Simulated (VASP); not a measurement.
# H4C (I-43m) in VASP: single point with PBEsol

Aim: the single point of H4C with PBEsol.

Program: VASP 6.6.1. These are calculated values, not measurements. Logs are shortened: lines on timing, memory, paths and dates and some standing lists are left out, and cuts for length are marked.

## Step 1: Starting point

It takes space group I-43m (No. 217, cubic). The conventional cell has a = 4.958 Å, b = 4.958 Å, c = 4.958 Å, α = 90.00°, β = 90.00°, γ = 90.00°. H (site symmetry 3m) has 1 C at 1.09 Å as nearest neighbours. C (site symmetry -43m) is surrounded by 4 H at 1.09 Å.

The cell comes from a database or a generator and needn't be the stable form of this composition.

## Step 2: Single point, PBEsol

Contents of INCAR:

```
ALGO = Normal
EDIFF = 1E-7
ENCUT = 520
GGA = PS
ISIF = 2
ISMEAR = 0
LASPH = T
LCHARG = F
LREAL = F
LWAVE = F
NBANDS = 12
NELM = 80
PREC = Accurate
SIGMA = 0.1
```

Contents of KPOINTS:

```
k-points
0
Gamma
  6 6 6
```

Contents of POSCAR:

```
H4C
1.0
   -2.4789246809      2.4789246809      2.4789246809
    2.4789246809     -2.4789246809      2.4789246809
    2.4789246809      2.4789246809     -2.4789246809
H C
4 1
Direct
    0.0000000000      0.0000000000      0.7463128700
    0.7463128700      0.0000000000      0.0000000000
    0.0000000000      0.7463128700      0.0000000000
    0.2536871300      0.2536871300      0.2536871300
    0.0000000000      0.0000000000      0.0000000000
```

Potentials or basis: VASP PAW PBE potentials, release 64 (H, C).

Launch:

```bash
cat potpaw_PBE.64/H/POTCAR potpaw_PBE.64/C/POTCAR > POTCAR
mpirun -np 1 vasp_std > vasp.out
```

OUTCAR:

```text
EDIFF = 1E-7
   ENCUT = 520
   GGA = PS
   ISIF = 2
   ISMEAR = 0
   LASPH = T
   LREAL = F
   NELM = 80
   PREC = Accurate

 ion  position               nearest neighbor table
   1  0.000  0.000  0.746-   5 1.09
   2  0.746  0.000  0.000-   5 1.09
   3  0.000  0.746  0.000-   5 1.09
   4  0.254  0.254  0.254-   5 1.09
   5  0.000  0.000  0.000-   1 1.09   2 1.09   3 1.09   4 1.09

  LATTYP: Found a body centered cubic cell.
 ALAT       =     4.9578493618

  Lattice vectors:

 A1 = (  -2.4789246809,   2.4789246809,   2.4789246809)
 A2 = (   2.4789246809,  -2.4789246809,   2.4789246809)
 A3 = (   2.4789246809,   2.4789246809,  -2.4789246809)

Analysis of symmetry for initial positions (statically):
=====================================================================
 Subroutine PRICEL returns:
 Original cell was already a primitive cell.

 Routine SETGRP: Setting up the symmetry group for a
 body centered cubic supercell.

 Subroutine GETGRP returns: Found 24 space group operations
 (whereof 24 operations were pure point group operations)
 out of a pool of 48 trial point group operations.

The static configuration has the point symmetry T_d .

Analysis of symmetry for dynamics (positions and initial velocities):
=====================================================================
 Subroutine PRICEL returns:
 Original cell was already a primitive cell.

 Routine SETGRP: Setting up the symmetry group for a
 body centered cubic supercell.

 Subroutine GETGRP returns: Found 24 space group operations
 (whereof 24 operations were pure point group operations)
 out of a pool of 48 trial point group operations.

The dynamic configuration has the point symmetry T_d .

 Subroutine INISYM returns: Found 24 space group operations
 (whereof 24 operations are pure point group operations),
 and found     1 'primitive' translations

----------------------------------------------------------------------------------------

                                     Primitive cell

  volume of cell :      60.9326

  direct lattice vectors                    reciprocal lattice vectors
    -2.478924681  2.478924681  2.478924681     0.000000000  0.201700360  0.201700360
     2.478924681 -2.478924681  2.478924681     0.201700360  0.000000000  0.201700360
     2.478924681  2.478924681 -2.478924681     0.201700360  0.201700360  0.000000000

  length of vectors
     4.293623495  4.293623495  4.293623495     0.285247384  0.285247384  0.285247384

  position of ions in fractional coordinates (direct lattice)
     0.000000000  0.000000000  0.746312870
     0.746312870  0.000000000  0.000000000
     0.000000000  0.746312870  0.000000000
     0.253687130  0.253687130  0.253687130
     0.000000000  0.000000000  0.000000000

  ion indices of the primitive-cell ions
   primitive index   ion index
                 1           1
                 2           2
                 3           3
                 4           4
                 5           5

----------------------------------------------------------------------------------------

 KPOINTS: k-points

Automatic generation of k-mesh.
 Grid dimensions read from file:
 generate k-points for:    6    6    6

 Generating k-lattice:

  Cartesian coordinates                     Fractional coordinates (reciprocal lattice)
     0.000000000  0.033616727  0.033616727     0.166666667  0.000000000  0.000000000
     0.033616727  0.000000000  0.033616727     0.000000000  0.166666667  0.000000000
     0.033616727  0.033616727  0.000000000     0.000000000  0.000000000  0.166666667

  Length of vectors
     0.047541231  0.047541231  0.047541231

  Shift w.r.t. Gamma in fractional coordinates (k-lattice)
     0.000000000  0.000000000  0.000000000

 Subroutine IBZKPT returns following result:
 ===========================================

 Found     16 irreducible k-points:

 Following reciprocal coordinates:
            Coordinates               Weight
  0.000000  0.000000  0.000000      1.000000
  0.166667  0.000000  0.000000     12.000000
  0.333333  0.000000  0.000000     12.000000
  0.500000  0.000000  0.000000      6.000000
  0.166667  0.166667  0.000000     24.000000
  0.333333  0.166667  0.000000     48.000000
[... 8 lines left out ...]
  0.500000  0.500000  0.333333     12.000000
  0.500000  0.500000  0.500000      1.000000
   k-points           NKPTS =     16   k-points in BZ     NKDIM =     16   number of bands    NBANDS=     12
   number of dos      NEDOS =    301   number of ions     NIONS =      5
   total plane-waves  NPLWV =  32768
   dimension x,y,z NGX =    32 NGY =   32 NGZ =   32
   dimension x,y,z NGXF=    64 NGYF=   64 NGZF=   64
   ions per type =               4   1
   NGX,Y,Z   is equivalent  to a cutoff of  12.39, 12.39, 12.39 a.u.
   NGXF,Y,Z  is equivalent  to a cutoff of  24.78, 24.78, 24.78 a.u.
 SYSTEM =  unknown system
   PREC   = accura    normal or accurate (medium, high low for compatibility)
   ISTART =      0    job   : 0-new  1-cont  2-samecut
   ICHARG =      2    charge: 1-file 2-atom 10-const
   ISPIN  =      1    spin polarized calculation?
   LNONCOLLINEAR =      F non collinear calculations
   LSORBIT =      F    spin-orbit coupling
   LASPH  =      T    aspherical Exc in radial PAW
   ENCUT  =  520.0 eV  38.22 Ry    6.18 a.u.   7.98  7.98  7.98*2*pi/ulx,y,z
   NELM   =     80;   NELMIN=  2; NELMDL= -5     # of ELM steps
   EDIFF  = 0.1E-06   stopping-criterion for ELM
   LREAL  =      F    real-space projection
   EDIFFG = 0.1E-05   stopping-criterion for IOM
   NSW    =      0    number of steps for IOM
   IBRION =     -1    ionic relax: 0-MD 1-quasi-New 2-CG
   NFREE  =      0    steps in history (QN), initial steepest desc. (CG)
   ISIF   =      2    stress and relaxation
   ISYM   =      2    0-nonsym 1-usesym 2-fastsym
   POTIM  = 0.5000    time-step for ionic-motion
   TEBEG  =    0.0;   TEEND  =   0.0 temperature during run
   PSTRESS=    0.0 pullay stress
   NELECT =       8.0000    total number of electrons
   NUPDOWN=      -1.0000    fix difference up-down
   EMIN   =  10.00;   EMAX   =-10.00  energy-range for DOS
   EFERMI =   0.00;   METHOD = LEGACY
   ISMEAR =     0;   SIGMA  =   0.10  broadening in eV -4-tet -1-fermi 0-gaus
   EFERMI_NEDOS =   21; number of points for ismear=-14 and -15
   IALGO  =     38    algorithm
   IMIX   =      4    mixing-type and parameters
     AMIX     =   0.40;   BMIX     =  1.00
     AMIX_MAG =   1.60;   BMIX_MAG =  1.00
  volume/ion in A,a.u.               =      12.19        82.24
  Fermi-wavevector in a.u.,A,eV,Ry     =   0.832060  1.572366  9.419646  0.692324
  Thomas-Fermi vector in A             =   1.945052
   LORBIT       =      0    0 simple, 1 ext, 2 COOP (PROOUT), +10 PAW based schemes
   GGA     = PS    functional components
   LHFCALC =     F    Hartree Fock is set to
   AEXX    =    0.0000 exact exchange contribution
   IVDW    =     0    specifies the selected vdW correction
   LEPSILON=     F    determine dielectric tensor
   LRPA    =     F    only Hartree local field effects (RPA)
 non-spin polarized calculation
 Gauss-broadening in eV      SIGMA  =   0.10
  energy-cutoff  :      520.00
  volume of cell :       60.93
 maximum number of plane-waves:      1662
   NGX = 15   NGY = 15   NGZ = 15

 number of electron       7.9999999 magnetization

 Free energy of the ion-electron system (eV)
  ---------------------------------------------------
  ext. energy  EPLUGINS =         0.00000000
  ---------------------------------------------------
  free energy    TOTEN  =       -23.96840428 eV

  energy without entropy =      -23.96840428  energy(sigma->0) =      -23.96840428

 E-fermi :  -6.4690     XC(G=0):  -5.6632

 val. band max:       -6.9295010362   @ k =   0.0000   0.0000   0.0000
 cond. band min:       0.7467903354   @ k =   0.0000   0.0000   0.0000
 fundamental gap:      7.6762913716
 Fermi energy:        -6.4690353418

 k-point     1 :       0.0000    0.0000    0.0000
  band No.  band energies     occupation
      1     -15.0825      2.00000
      2      -6.9295      2.00000
      3      -6.9295      2.00000
      4      -6.9295      2.00000
      5       0.7468      0.00000
      6       5.5276      0.00000
      7       5.5276      0.00000
      8       5.5276      0.00000
      9       9.5636      0.00000
     10       9.5636      0.00000
     11      10.2580      0.00000
     12      10.2580      0.00000

 k-point     2 :       0.1667    0.0000    0.0000
  band No.  band energies     occupation
      1     -15.0305      2.00000
      2      -7.1377      2.00000
      3      -6.9966      2.00000
      4      -6.9330      2.00000
      5       1.1953      0.00000
      6       5.1312      0.00000
      7       5.2460      0.00000
      8       6.0410      0.00000
      9       8.2908      0.00000
     10       8.8947      0.00000
     11      11.2477      0.00000
     12      11.7196      0.00000

 k-point     3 :       0.3333    0.0000    0.0000
  band No.  band energies     occupation
      1     -14.9218      2.00000
      2      -7.5262      2.00000
      3      -7.1254      2.00000
      4      -6.9399      2.00000
      5       2.1735      0.00000
      6       4.5240      0.00000
      7       4.5502      0.00000
      8       7.4199      0.00000
      9       8.4223      0.00000
     10       8.6987      0.00000
     11      10.4286      0.00000
     12      11.7467      0.00000

 k-point     4 :       0.5000    0.0000    0.0000
  band No.  band energies     occupation
      1     -14.8651      2.00000
      2      -7.7103      2.00000
      3      -7.1872      2.00000
      4      -6.9435      2.00000
      5       2.7293      0.00000
      6       4.2059      0.00000
      7       4.3184      0.00000
      8       8.6161      0.00000
      9       8.8432      0.00000
     10       8.9137      0.00000
     11       9.4020      0.00000
     12      10.9033      0.00000

 k-point     5 :       0.1667    0.1667    0.0000
  band No.  band energies     occupation
      1     -14.9497      2.00000
      2      -7.4012      2.00000
      3      -7.0850      2.00000
      4      -6.9826      2.00000
      5       1.9422      0.00000
      6       4.6930      0.00000
      7       4.7097      0.00000
      8       6.9618      0.00000
      9       7.7333      0.00000
     10       9.5944      0.00000
     11      10.7116      0.00000
     12      11.8111      0.00000
[... 108 lines left out ...]
      1     -14.8107      2.00000
      2      -7.5627      2.00000
      3      -7.3916      2.00000
      4      -7.1394      2.00000
      5       3.5396      0.00000
      6       4.2684      0.00000
      7       4.7135      0.00000
      8       6.7914      0.00000
      9       7.5604      0.00000
     10       8.4988      0.00000
     11      10.3204      0.00000
     12      11.3728      0.00000

 k-point    14 :      -0.3333    0.3333    0.3333
  band No.  band energies     occupation
      1     -14.7975      2.00000
      2      -7.4553      2.00000
      3      -7.3463      2.00000
      4      -7.3463      2.00000
      5       3.3885      0.00000
      6       4.5855      0.00000
      7       5.8594      0.00000
      8       5.8594      0.00000
      9       7.1417      0.00000
     10       7.6308      0.00000
     11      11.3281      0.00000
     12      11.3281      0.00000

 k-point    15 :       0.5000    0.5000    0.3333
  band No.  band energies     occupation
      1     -14.7544      2.00000
      2      -7.5448      2.00000
      3      -7.4156      2.00000
      4      -7.3584      2.00000
      5       3.9932      0.00000
      6       4.0195      0.00000
      7       5.8762      0.00000
      8       6.0511      0.00000
      9       7.3330      0.00000
     10       8.7525      0.00000
     11       9.7404      0.00000
     12      10.2716      0.00000

 k-point    16 :       0.5000    0.5000    0.5000
  band No.  band energies     occupation
      1     -14.7163      2.00000
      2      -7.4870      2.00000
      3      -7.4870      2.00000
      4      -7.4870      2.00000
      5       3.9171      0.00000
      6       3.9171      0.00000
      7       6.8210      0.00000
      8       6.8210      0.00000
      9       6.8210      0.00000
     10       9.5634      0.00000
     11       9.5742      0.00000
     12       9.5742      0.00000

------------------------ aborting loop because EDIFF is reached ----------------------------------------

  FORCE on cell =-STRESS in cart. coord.  units (eV):
  Direction    XX          YY          ZZ          XY          YZ          ZX
  --------------------------------------------------------------------------------------
  -------------------------------------------------------------------------------------
  Total        0.4125623      0.4125623      0.4125623      0.0000000     -0.0000000      0.0000000
  in kB       10.8480112     10.8480112     10.8480112      0.0000000     -0.0000000      0.0000000
  external PRESSURE =      10.8480112 kB  Pullay stress =       0.0000000 kB

 VOLUME and BASIS-vectors are now :
 -----------------------------------------------------------------------------
  energy-cutoff  :      520.00
  volume of cell :       60.93
      direct lattice vectors                 reciprocal lattice vectors
    -2.478924681  2.478924681  2.478924681     0.000000000  0.201700360  0.201700360
     2.478924681 -2.478924681  2.478924681     0.201700360  0.000000000  0.201700360
     2.478924681  2.478924681 -2.478924681     0.201700360  0.201700360  0.000000000

 POSITION                                       TOTAL-FORCE (eV/Angst)
 -----------------------------------------------------------------------------------
      1.85005      1.85005     -1.85005        -0.195027     -0.195027      0.195027
     -1.85005      1.85005      1.85005         0.195027     -0.195027     -0.195027
      1.85005     -1.85005      1.85005        -0.195027      0.195027     -0.195027
      0.62887      0.62887      0.62887         0.195027      0.195027      0.195027
      0.00000      0.00000      0.00000         0.000000     -0.000000      0.000000
 -----------------------------------------------------------------------------------
    total drift:                                0.000000      0.000000     -0.000000

  FREE ENERGIE OF THE ION-ELECTRON SYSTEM (eV)
  ---------------------------------------------------
  free  energy   TOTEN  =       -23.9684042801 eV

  energy  without entropy=      -23.9684042801  energy(sigma->0) =      -23.96840428
```

Run time: 12 s. Hardware: 1 thread of Intel Xeon Platinum 8259CL at 2.50GHz (Skylake/Cascade Lake), shared host; peak memory 0.17 GiB.

What came out:

| Quantity | Value |
| --- | --- |
| Free energy | -23.9684 eV |
| Pressure | 1.1 GPa |
| Largest force | 0.338 eV/Å |
| Band gap on the k mesh | 7.68 eV, direct |

Forces in eV/Å, atoms in the order of the input:
```
H   -0.195 -0.195  0.195
H    0.195 -0.195 -0.195
H   -0.195  0.195 -0.195
H    0.195  0.195  0.195
C    0.000  0.000  0.000
```

Levels at points of the mesh, in eV from the valence-band top:
| k point | band 2 | band 3 | band 4 | band 5 | band 6 | band 7 |
| --- | --- | --- | --- | --- | --- | --- |
| (0.00, 0.00, 0.00) | 0.00 | 0.00 | 0.00 | 7.68 | 12.46 | 12.46 |
| (0.50, 0.00, 0.00) | -0.78 | -0.26 | -0.01 | 9.66 | 11.14 | 11.25 |
| (0.50, 0.50, 0.50) | -0.56 | -0.56 | -0.56 | 10.85 | 10.85 | 13.75 |

Caveat: the PAW data sets were made with another functional, which shifts forces and pressure a little.
